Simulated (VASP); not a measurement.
Here is a VASP 6.6.1 calculation.

POSCAR

```
GaAs
1.0
    0.0000000000      2.8313993253      2.8313993253
    2.8313993253      0.0000000000      2.8313993253
    2.8313993253      2.8313993253      0.0000000000
  Ga              As
     1     1
Direct
     0.0000000000000000    0.0000000000000000    0.0000000000000000
     0.2500000000000000    0.2500000000000000    0.2500000000000000
```

The input INCAR.step1:

```
PREC = Accurate
ENCUT = 600
EDIFF = 1E-8
ISMEAR = 0
SIGMA = 0.03
LREAL = False
LASPH = True
NELM = 80
ALGO = Normal
ISIF = 3
LWAVE = False
LCHARG = False
GGA = PS
IBRION = 2
NSW = 40
EDIFFG = -0.002
```

INCAR.step2

```
PREC = Accurate
ENCUT = 600
EDIFF = 1E-8
ISMEAR = 0
SIGMA = 0.03
LREAL = False
LASPH = True
NELM = 80
ALGO = Normal
ISIF = 3
LWAVE = False
LCHARG = False
GGA = PS
IBRION = 6
NFREE = 2
POTIM = 0.015
NSW = 1
```

Contents of KPOINTS:

```
regular mesh
0
Gamma
  10 10 10
```

Potentials or basis: VASP PAW PBE potentials, release 64 (Ga_d, As).

Launch:

```bash
$ cat potpaw_PBE.64/Ga_d/POTCAR potpaw_PBE.64/As/POTCAR > POTCAR
$ cp INCAR.step1 INCAR
$ mpirun -np 1 vasp_std > vasp.out
$ cp CONTCAR POSCAR
$ cp INCAR.step2 INCAR
$ mpirun -np 1 vasp_std > vasp.out
```

(1) What does it give for the elastic constants C11, C12, C44?

(2) What does it give for the Voigt bulk modulus?

(3) What does it give for the highest phonon frequency at Γ, LO-TO splitting left out?

Results:

(1) 110, 49, 55 GPa.

(2) 69 GPa.

(3) 263 cm⁻¹.

Caveat: the PAW data sets were made with another functional, which shifts forces and pressure a little.
